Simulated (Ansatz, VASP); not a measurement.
# AlN: VASP beside Ansatz

INCAR

```
ALGO = Normal
EDIFF = 1E-6
ENCUT = 520
ISIF = 2
ISMEAR = 0
LASPH = T
LCHARG = T
LELF = T
LREAL = F
LVHAR = T
LWAVE = F
NBANDS = 16
NELM = 100
PREC = Accurate
SIGMA = 0.03
```

KPOINTS

```
k-points
0
Gamma
  8 8 5
```

The input POSCAR:

```
AlN
1.0
    3.1109999993      0.0000000000      0.0000000000
   -1.5554999997      2.6942050306      0.0000000000
    0.0000000000      0.0000000000      5.0108860000
Al N
2 2
Direct
    0.3333333333      0.6666666667      0.0006674939
    0.6666666667      0.3333333333      0.5006674939
    0.3333333333      0.6666666667      0.3813325061
    0.6666666667      0.3333333333      0.8813325061
```

Input for Ansatz:

```yaml
crystal:
  lattice:
    - [3.1109999993, 0.0, 0.0]
    - [-1.5554999997, 2.6942050306, 0.0]
    - [0.0, 0.0, 5.010886]
  atoms:
    - { symbol: Al, position: [0.3333333333, 0.6666666667, 0.0006674939] }
    - { symbol: Al, position: [0.6666666667, 0.3333333333, 0.5006674939] }
    - { symbol: "N", position: [0.3333333333, 0.6666666667, 0.3813325061] }
    - { symbol: "N", position: [0.6666666667, 0.3333333333, 0.8813325061] }
scf:
  occupations: { method: gaussian, width: 0.03 }
output:
  eigenstates: { kpoints: [[0, 0, 0]] }
hamiltonian:
  xc: lda
kpoints:
  mp_grid: { grid: [8, 8, 5] }
```

Alike in both runs: task single point; functional LDA; k mesh 8 × 8 × 5; occupations gaussian, width 0.03 eV; no spin polarisation.

```csv
,VASP,Ansatz
version,VASP 6.6.1,Ansatz 0.2.0
potentials or method,"VASP PAW LDA potentials, release 64 (Al, N)","scalar-relativistic, plane waves, PAW"
plane-wave cutoff (eV),520,420
valence electrons in the cell,16,16
```

VASP gave:

```
gap on the k mesh at the Fermi level (eV) : 4.21
least direct gap on the mesh (eV)         : 4.21
```

Question: What did Ansatz give for the same quantities?

Answer: gap on the k mesh at the Fermi level (eV): 4.20; least direct gap on the mesh (eV): 4.20.

A hybrid or GW would open this gap; LDA tends to underestimate it.
